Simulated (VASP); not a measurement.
# Settings for C: cohesive energy

C, P6_3/mmc (no. 194), 4 atoms in the cell. SCAN; PAW potentials C (PBE set). VASP 6.6.1.

Wanted: cohesive energy within 0.01 eV/atom.

Starting geometry: cell relaxed first with the same functional; k-point spacing (1/Å): 0.2.

The series start from Cutoff ENCUT (eV): 525; box of the atom (Å): 12; SIGMA of the atom: 0.002; ALGO of the atom: All; k spacing (1/Å): 0.2; SIGMA of the crystal: 0.1; PREC: Accurate; LASPH: .TRUE.. Each series keeps the choices made before it, and each single choice may use up half of a tolerance. Times cover all steps of a run.

## Cutoff ENCUT (eV)

| Cutoff ENCUT (eV) | Cohesive energy (eV/atom) | Time (s) |
|---|---|---|
| 320 | 7.629 | 96 |
| 400 | 7.595 | 641 |
| 460 | 7.586 | 158 |
| 525 | 7.584 | 338 |
| 600 | 7.590 | 239 |
| 725 (reference) | 7.596 | 289 |

Chosen: 725; the next looser run is off by more than half of the tolerance, so convergence isn't shown beyond this value.

## Box of the atom (Å)

| Box of the atom (Å) | Cohesive energy (eV/atom) | Time (s) |
|---|---|---|
| 6 | 7.602 | 98 |
| 8 | 7.595 | 180 |
| 10 | 7.596 | 241 |
| 12 | 7.596 | 289 |
| 15 (reference) | 7.596 | 611 |

Chosen: 8, the loosest value from which every tighter one stays within half of the tolerance.

## SIGMA of the atom

| SIGMA of the atom | Cohesive energy (eV/atom) | Time (s) |
|---|---|---|
| 0.2 | 7.595 | 172 |
| 0.1 | 7.595 | 381 |
| 0.05 | 7.595 | 185 |
| 0.01 | 7.595 | 180 |
| 0.002 (reference) | 7.595 | 180 |

Chosen: 0.2.

## All choices together

| Input | Cohesive energy (eV/atom) | Time (s) |
|---|---|---|
| program defaults (spin kept) (naive) | 8.049 | 37 |
| chosen settings | 7.595 | 172 |
| reference settings throughout | 7.596 | 611 |

The chosen settings stay within the tolerance of the reference run, but the reference itself isn't shown to be converged in: Cutoff ENCUT (eV), k spacing (1/Å), SIGMA of the crystal.

## The input

INCAR.step1:
```
SYSTEM = C
PREC = Accurate ; ENCUT = 725
EDIFF = 1E-6 ; ISMEAR = 0
SIGMA = 0.2 ; LREAL = .FALSE.
LASPH = .TRUE. ; ALGO = All
NELM = 300 ; LWAVE = .FALSE.
LCHARG = .FALSE. ; METAGGA = SCAN
LMIXTAU = .TRUE. ; ISYM = 0
ISPIN = 2 ; MAGMOM = 2
ISEARCH = 1 ; LMAXMIX = 4
NBANDS = 8
```

INCAR.step2:
```
SYSTEM = C
PREC = Accurate ; ENCUT = 725
EDIFF = 1E-6 ; ISMEAR = 1
SIGMA = 0.1 ; LREAL = .FALSE.
LASPH = .TRUE. ; ALGO = Normal
NELM = 120 ; LWAVE = .FALSE.
LCHARG = .FALSE. ; METAGGA = SCAN
LMIXTAU = .TRUE. ; KPAR = 4
```

KPOINTS.step1:
```
Automatic mesh
0
Gamma
  1 1 1
  0 0 0
```

KPOINTS.step2:
```
Automatic mesh
0
Gamma
  15 15 5
  0 0 0
```

POSCAR.step1:
```
C
1.0
    8.0000000000      0.0000000000      0.0000000000
    0.0000000000      8.4000000000      0.0000000000
    0.0000000000      0.0000000000      8.8000000000
C
1
Direct
    0.5000000000      0.5000000000      0.5000000000
```

POSCAR.step2:
```
C
1.0
    2.4521285058      0.0000000000      0.0000000000
   -1.2260642529      2.1236055793      0.0000000000
    0.0000000000      0.0000000000      6.8758402104
C
4
Direct
    0.0000000000      0.0000000000      0.2500000000
    0.0000000000      0.0000000000      0.7500000000
    0.3333333333      0.6666666667      0.2500000000
    0.6666666667      0.3333333333      0.7500000000
```

Commands (each step's output is kept before the next begins):
```
cat potpaw_PBE.64/C/POTCAR > POTCAR
cp INCAR.step1 INCAR
cp KPOINTS.step1 KPOINTS
cp POSCAR.step1 POSCAR
mpirun -np 4 vasp_gam > vasp.out
rm WAVECAR CHG
cp INCAR.step2 INCAR
cp KPOINTS.step2 KPOINTS
cp POSCAR.step2 POSCAR
mpirun -np 4 vasp_std > vasp.out
```

The chosen input took VASP 6.6.1 172 s on 4 cores (Intel Xeon Platinum 8488C (Sapphire Rapids)), a shared host.

## An input that fails: free atom without spin

It runs to its end, but against the unchanged starting input it is off by 2.190 eV/atom in the cohesive energy.

Changes against the starting input:
```
(step 1)
- ISPIN = 2
- MAGMOM = 2
```
